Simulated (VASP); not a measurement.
A run of VASP 6.6.1:

Contents of POSCAR:

```
TiO
1.0
    3.0093900000      0.0000000000      0.0000000000
    0.0000000000      3.0093900000      0.0000000000
    0.0000000000      0.0000000000      3.6804200000
Ti O
1 1
Direct
    0.0000000000      0.0000000000      0.0000000000
    0.0000000000      0.0000000000      0.5000000000
```

Contents of INCAR.step1:

```
SYSTEM = TiO
PREC = Accurate
ENCUT = 520
EDIFF = 1E-5
ISMEAR = -1
SIGMA = 0.05
LREAL = .False.
LASPH = .True.
NELM = 100
ALGO = Normal
ISIF = 2
LWAVE = .True.
LCHARG = .False.
NBANDS = 16
GGA = PE
```

The input INCAR.step2:

```
SYSTEM = TiO
PREC = Accurate
ENCUT = 520
EDIFF = 1E-7
ISMEAR = -1
SIGMA = 0.05
LREAL = .False.
LASPH = .True.
NELM = 100
ALGO = Normal
ISIF = 2
LWAVE = .False.
LCHARG = .False.
GGA = PE
LHFCALC = .True.
HFSCREEN = 0.2
AEXX = 0.4
PRECFOCK = Fast
NBANDS = 16
ISTART = 1
```

Contents of KPOINTS:

```
Automatic mesh
0
Gamma
  5 5 4
  0 0 0
```

Potentials or basis: VASP PAW PBE potentials, release 64 (Ti_sv, O).

Launch:

```console
$ cat potpaw_PBE.64/Ti_sv/POTCAR potpaw_PBE.64/O/POTCAR > POTCAR
$ cp INCAR.step1 INCAR
$ mpirun -np 1 vasp_std > vasp.out
$ cp INCAR.step2 INCAR
$ mpirun -np 1 vasp_std > vasp.out
```

Hardware: 1 thread of AMD EPYC 9R45 (Zen 5), on a shared host.

Question: How long does it take, and how much memory?

Answer: It took 8.1 min on 1 thread of AMD EPYC 9R45 (Zen 5), on a shared host, peak memory 0.21 GiB. Counts: scf iterations 16, k points 18.
